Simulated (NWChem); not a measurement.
# C2H2Cl2 (cis-1,2-Dichloroethene): SVWN5/cc-pVDZ

What is the electronic atomisation energy of C2H2Cl2 (cis-1,2-Dichloroethene) at SVWN5/cc-pVDZ? 

The calculation is run with NWChem 7.3.0.

### 1 The system as given

C2H2Cl2: 6 atoms, total charge 0, spin state singlet. SMILES: `Cl/C=C\Cl`. The coordinates come from a PBE0-D4/def2-TZVP relaxation.

Bond lengths: Cl1–C2 1.705 Å, C2–C3 1.324 Å, C3–Cl4 1.705 Å, C2–H5 1.082 Å, C3–H6 1.082 Å. Angles: Cl1–C2–C3 124.9°, C2–C3–Cl4 124.9°, Cl1–C2–H5 114.8°, C3–C2–H5 120.4°, C2–C3–H6 120.4°, Cl4–C3–H6 114.8°.

### 2 The energy at SVWN5/cc-pVDZ (run 1)

c2h2cl2.nw reads:

```
start c2h2cl2
memory 2200 mb
geometry noautosym nocenter noautoz
 Cl     0.715370    -1.874620    -0.448160
 C      0.641760    -0.223420    -0.028920
 C     -0.475600     0.475660     0.100770
 Cl    -2.046720    -0.146510    -0.127570
 H      1.602850     0.246110     0.133560
 H     -0.437660     1.522780     0.370320
end
basis spherical bse
 * library cc-pVDZ
end
dft
 xc slater vwn_5
 grid fine
 convergence energy 1e-08
 iterations 100
 mulliken
 noprint "final vectors analysis"
end
task dft
```

Launch:

```
$ nwchem c2h2cl2.nw > c2h2cl2.out
```

The program printed:

```text
[...]
          Wavefunction type:  closed shell.
          No. of atoms     :     6
          No. of electrons :    48
[...]
          Charge           :     0
          Spin multiplicity:     1
[...]
          AO basis - number of functions:    74
[...]
              XC Information
              --------------
                        Slater Exchange Functional  1.000 local
                      VWN V Correlation Functional  1.000 local
[...]
 d= 0,ls=0.0,diis     1   -994.0458427837 -1.18D+03  1.70D-02  8.48D-01     3.2
[...]
 d= 0,ls=0.0,diis     8   -994.1115994956  4.04D-09  8.53D-06  5.16D-07    17.3
         Total DFT energy =     -994.111599495574
      One electron energy =    -1744.256954183574
           Coulomb energy =      628.390490543541
    Exchange-Corr. energy =      -64.361554371776
 Nuclear repulsion energy =      186.116418516235
[...]
      Total Density - Mulliken Population Analysis
     ---------------------------------------------
    Atom       Charge   Shell Charges
 -----------   ------   -------------------------------------------------------
    1 Cl  17    17.01   2.00  2.04  0.97  0.91  6.01  3.07  1.97  0.05
    2 C    6     6.08   2.02  0.67  0.45  2.08  0.79  0.07
    3 C    6     6.08   2.02  0.67  0.45  2.08  0.79  0.07
    4 Cl  17    17.01   2.00  2.04  0.97  0.91  6.01  3.07  1.97  0.05
    5 H    1     0.91   0.71  0.17  0.03
    6 H    1     0.91   0.71  0.17  0.03
[...]
```

It took 18 s on 1 thread of Intel Xeon Platinum 8488C (Sapphire Rapids), shared host; peak memory 0.11 GiB.

### 3 The C atom, same level (run 2)

c.nw reads:

```
start c
title "cis-1,2-Dichloroethene"
memory total 2200 mb

geometry units angstroms noautosym nocenter noautoz
 C        0.000000       0.000000       0.000000
end

basis spherical bse
 * library cc-pVDZ
end

dft
 xc slater vwn_5
 mult 3
 grid fine
 convergence energy 1e-08
 iterations 100
 mulliken
 noprint "final vectors analysis"
end

task dft
```

Run the same way, it converges to -37.45778 Eh (log not shown).

### 4 The Cl atom at the same level (run 3)

cl.xyz reads:

```xyz
1

Cl     0.000000     0.000000     0.000000
```

cl.nw reads:

```
start cl
memory stack 880 mb heap 220 mb global 1100 mb
geometry units angstrom noautosym nocenter noautoz
 load format xyz cl.xyz
end
basis "ao basis" spherical bse
 * library cc-pVDZ
end
dft
 xc slater vwn_5
 mult 2
 grid fine
 convergence energy 1e-08
 iterations 100
 mulliken
 noprint "final vectors analysis"
end
task dft energy
```

Run the same way, it converges to -458.63842 Eh (log not shown).

### 5 The H atom (run 4)

sp.nw reads:

```
start sp
memory 2200 mb
charge 0

geometry units angstroms noautosym nocenter noautoz
 H     0.000000    0.000000    0.000000
end

basis spherical bse
 * library cc-pVDZ
end

dft
 xc slater vwn_5
 mult 2
 grid fine
 convergence energy 1e-08
 iterations 100
 mulliken
 print low
end

task dft energy
```

Launch:

```
$ nwchem sp.nw > sp.out
```

The program printed:

```text
[...]
 d= 0,ls=0.0,diis     1     -0.4768889244 -4.77D-01  1.21D-02  8.34D-04     0.0
[...]
 d= 0,ls=0.0,diis     4     -0.4774668562 -7.62D-12  1.68D-10  1.96D-19     0.1
[...]
         Total DFT energy =       -0.477466856166
      One electron energy =       -0.498733713632
           Coulomb energy =        0.302480529160
    Exchange-Corr. energy =       -0.281213671694
 Nuclear repulsion energy =        0.000000000000
[...]
      Total Density - Mulliken Population Analysis
     ---------------------------------------------
    Atom       Charge   Shell Charges
 -----------   ------   -------------------------------------------------------
    1 H    1     1.00   0.51  0.49  0.00
     --------------------------------------------
      Spin Density - Mulliken Population Analysis
     --------------------------------------------
    Atom       Charge   Shell Charges
 -----------   ------   -------------------------------------------------------
    1 H    1     1.00   0.51  0.49  0.00
[...]
      <S2> =      0.7500 (Exact =     0.7500)
[...]
```

It took 0.67 s on 1 thread of Intel Xeon Platinum 8488C (Sapphire Rapids), shared host; peak memory 0.1 GiB.

### 6 All runs side by side

```csv
run,level,partner,energy (Eh),wall time
1,SVWN5/cc-pVDZ,base,-994.111599,18 s
2,USVWN5/cc-pVDZ,atoms,-37.457783,0.93 s
3,USVWN5/cc-pVDZ,atoms,-458.638416,1.8 s
4,USVWN5/cc-pVDZ,atoms,-0.477467,0.67 s
```

### 7 Outcome

At SVWN5/cc-pVDZ:

| quantity | value |
| --- | --- |
| H atom: total energy | -0.47747 Eh |
| H atom: ⟨S²⟩ | 0.750 |
| electronic atomisation energy | 26.239 eV |

In words: Taking the molecule apart into free atoms costs 26.24 eV (2532 kJ/mol), before zero-point energy and without spin-orbit coupling. All runs together took 22 s, the longest 18 s.
